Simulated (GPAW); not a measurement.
Input of a GPAW 26.7.0 run:

Contents of run.py:

```python
from ase.dft.bandgap import bandgap
from ase.io import read, write
from gpaw import GPAW, PW
from gpaw.response.df import DielectricFunction

atoms = read('Ir.xyz')

calc = GPAW(mode=PW(500),
            xc='GLLBSC',
            kpts={'size': (10, 10, 10), 'gamma': True},
            occupations={'name': 'fermi-dirac', 'width': 0.05},
            nbands=16,
            convergence={'density': 1e-06},
            maxiter=150,
            txt='gpaw.txt')
atoms.calc = calc
energy = atoms.get_potential_energy()
calc.write('gs.gpw')
write('result.traj', atoms)
print('Fermi level:', round(calc.get_fermi_level(), 4), 'eV')
print(f'Gap: {bandgap(calc)[0]:.4f} eV, direct: {bandgap(calc, direct=True)[0]:.4f} eV')

dense = calc.fixed_density(kpts={'size': (30, 30, 30), 'gamma': True},
                           nbands=30, convergence={'bands': 24, 'eigenstates': 1e-7},
                           update_fermi_level=True, txt='dense.txt')
dense.write('dense.gpw', mode='all')

df = DielectricFunction('dense.gpw', frequencies={'type': 'nonlinear', 'domega0': 0.05, 'omega2': 10},
                        eta=0.15, ecut=60, nbands=24, rate='eta', txt='df.txt')
for direction in ['x']:
    df.get_dielectric_function(xc='RPA', direction=direction, filename=f'df_{direction}.csv')
```

The input Ir.xyz:

```xyz
1
Lattice="0.0000000000 1.9156000000 1.9156000000 1.9156000000 0.0000000000 1.9156000000 1.9156000000 1.9156000000 0.0000000000" Properties=species:S:1:pos:R:3 pbc="T T T"
Ir     0.0000000000      0.0000000000      0.0000000000
```

Potentials or basis: the program's PAW data sets (release 1.2.1) made for this functional, pw.

Command:

```console
$ OMP_NUM_THREADS=1 python run.py
```

Question: Predict the band gap on the k mesh, Kohn-Sham part alone.

Answer: None (metal or under the smearing width).

Dielectric function (mean over the directions given):
```
energy (eV)  real part  imaginary part
       0.67    -142.52          118.59
       1.04     -61.47           53.90
       1.54     -22.22           37.16
       2.00     -14.56           30.35
       2.54     -15.16           24.11
       2.91     -12.78           18.09
       3.43      -9.90           13.57
       3.89      -8.18           13.45
       4.44      -9.11            9.80
       4.79      -8.49            7.03
       5.31      -5.97            4.24
       5.76      -4.02            4.02
       6.31      -2.82            3.60
       6.79      -1.96            3.31
       7.12      -1.31            3.12
       7.63      -0.50            3.12
       8.16       0.04            3.74
       8.71       0.29            3.88
       9.08       0.25            4.07
       9.56       0.23            4.54
      10.06      -0.58            4.85
      10.57      -1.41            4.56
      10.88      -1.77            3.84
      11.41      -1.69            3.14
      11.96      -1.21            2.69
      12.42      -1.34            2.40
      12.88      -1.02            2.02
      13.36      -0.79            1.80
      13.85      -0.48            1.81
      14.35      -0.33            1.61
      14.86      -0.21            1.70
      15.26      -0.19            1.66
      15.80      -0.09            1.54
      16.36       0.04            1.43
      16.93       0.23            1.38
      17.36       0.46            1.40
      17.96       0.81            1.67
      18.58       0.73            2.44
      19.22       0.01            2.27
      19.87      -0.05            2.07
```

Caveat: the intraband term hangs on this k mesh; a model potential gives levels but no total energy; the long-wavelength limit can be off by several per cent where d states take part; response on these states lacks terms of the Hamiltonian; independent-particle spectra lack excitons. Spin-orbit coupling is left out, which matters for the levels of Ir.
